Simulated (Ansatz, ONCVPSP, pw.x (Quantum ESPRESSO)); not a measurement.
# What a changed setting does to a pw.x run (fcc W)

Potential: optimised norm-conserving Vanderbilt (ONCV), ONCVPSP 4.0.1.1 (patched build), PBE; core [Kr] 4d10 4f14, reference 5s2 5p6 5d4 6s2; waves: 5s+6s: rc 2.00 bohr, ncon 4, nbas 8, qcut 5.8 1/bohr, 2 projectors; 5p: rc 1.60 bohr, ncon 4, nbas 8, qcut 7.3 1/bohr, 2 projectors, debl 2.7 Ha; 5d: rc 2.80 bohr, ncon 4, nbas 8, qcut 4.5 1/bohr, 2 projectors, debl 2.6 Ha; local part: polynomial inside 1.25 bohr (lpopt 5, dvloc0 1 Ha); core correction: polynomial model core, fcfact 0.16.

The reference run (k-mesh 14³, cutoffs 60/240 Ry, Fermi–Dirac 0.01 Ry, mixing_beta 0.4, conv_thr 1e-9, no spin) gives -3.14 GPa at 16.478 Å³/atom, where all-electron LAPW gives -0.06 GPa. This run, with its own iteration cap, changes conv_thr to 1e-06.

```
&control
  calculation='scf', prefix='x', pseudo_dir='./', outdir='./tmp', tstress=.true., disk_io='none'
/
&system
  ibrav=0, nat=1, ntyp=1, ecutwfc=60, ecutrho=240, nbnd=15,
  occupations='smearing', smearing='fd', degauss=0.01
/
&electrons
  conv_thr=1e-06, mixing_beta=0.4, electron_maxstep=50
/
ATOMIC_SPECIES
W 1.0 W.UPF
CELL_PARAMETERS angstrom
  0.00000000 2.01972156 2.01972156
  2.01972156 0.00000000 2.01972156
  2.01972156 2.01972156 0.00000000
ATOMIC_POSITIONS crystal
W 0.0000 0.0000 0.0000
K_POINTS automatic
14 14 14 0 0 0
```

```bash
pw.x < W.scf.in > W.scf.out
```

Problem. How does the run end?

Solution. It converges in 5 iterations; the free energy moves by +0.0 meV/atom and the pressure by +0.15 GPa.

```
Message from routine setup:
     using ibrav=0 with symmetry is DISCOURAGED, use correct ibrav instead
     lattice parameter (alat)  =       5.3977  a.u.
     unit-cell volume          =     111.1991 (a.u.)^3
     number of electrons       =        14.00
     number of Kohn-Sham states=           15
     kinetic-energy cutoff     =      60.0000  Ry
     charge density cutoff     =     240.0000  Ry
     scf convergence threshold =      1.0E-06
     Exchange-correlation= PBE
     number of k points=   104  Fermi-Dirac smearing, width (Ry)=  0.0100
     iteration #  1     ecut=    60.00 Ry     beta= 0.40
     total energy              =    -145.00779803 Ry
     estimated scf accuracy    <       0.03427938 Ry
     iteration #  2     ecut=    60.00 Ry     beta= 0.40
     total energy              =    -145.00746128 Ry
     estimated scf accuracy    <       0.00600699 Ry
     iteration #  3     ecut=    60.00 Ry     beta= 0.40
     total energy              =    -145.00814965 Ry
     estimated scf accuracy    <       0.00025089 Ry
     iteration #  4     ecut=    60.00 Ry     beta= 0.40
     total energy              =    -145.00816638 Ry
     estimated scf accuracy    <       0.00000237 Ry
     iteration #  5     ecut=    60.00 Ry     beta= 0.40
     the Fermi energy is    21.2343 ev
!    total energy              =    -145.00816742 Ry
     estimated scf accuracy    <       0.00000029 Ry
     smearing contrib. (-TS)   =      -0.00527718 Ry
     The total energy is F=E-TS. E is the sum of the following terms:
     one-electron contribution =     -17.53245615 Ry
     hartree contribution      =      16.34823195 Ry
     xc contribution           =     -26.09548667 Ry
     ewald contribution        =    -117.72317937 Ry
     convergence has been achieved in   5 iterations
          total   stress  (Ry/bohr**3)                   (kbar)     P=      -29.82
     Message from routine punch:
     Nothing written, as per user request (disk_io='none')
```

The run took about 13 s on one core of a shared host (Neoverse-V2, 96 threads, 742 GiB, load 75).
